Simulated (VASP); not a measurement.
Input of a VASP 6.6.1 run:

The input INCAR:

```
SYSTEM = Ru
PREC = Accurate
ENCUT = 520
EDIFF = 1E-6
ISMEAR = 0
SIGMA = 0.1
LREAL = .False.
LASPH = .True.
NELM = 100
ALGO = Fast
ISIF = 2
LWAVE = .False.
LCHARG = .False.
GGA = PE
NBANDS = 28
```

Contents of KPOINTS:

```
regular mesh
0
Gamma
  6 6 6
  0 0 0
```

File POSCAR:

```
Ru
1.0
    4.2689810001      0.0000000000      0.0000000000
   -2.1344905000      3.6970459943      0.0000000000
    0.0000000000      0.0000000000      2.6858980945
Ru
3
Direct
    0.0000000000      0.0000000000      0.0000000000
    0.3333333333      0.6666666667      0.5000000000
    0.6666666667      0.3333333333      0.5000000000
```

Potentials or basis: VASP PAW PBE potentials, release 64 (Ru_pv).

The run is started by

```console
$ cat potpaw_PBE.64/Ru_pv/POTCAR > POTCAR
$ mpirun -np 1 vasp_std > vasp.out
```

**Question.** Predict the pressure.

**Answer.** 0.0 GPa.

**Question.** Predict the band gap on the k mesh.

**Answer.** None (metal or under the smearing width).

Stress tensor (GPa, compression positive):
```
-0.11  0.00  0.00
 0.00 -0.11  0.00
 0.00  0.00  0.12
```

Caveat: the k mesh is coarse (spacing up to 0.39 Å⁻¹), so the values aren't converged.
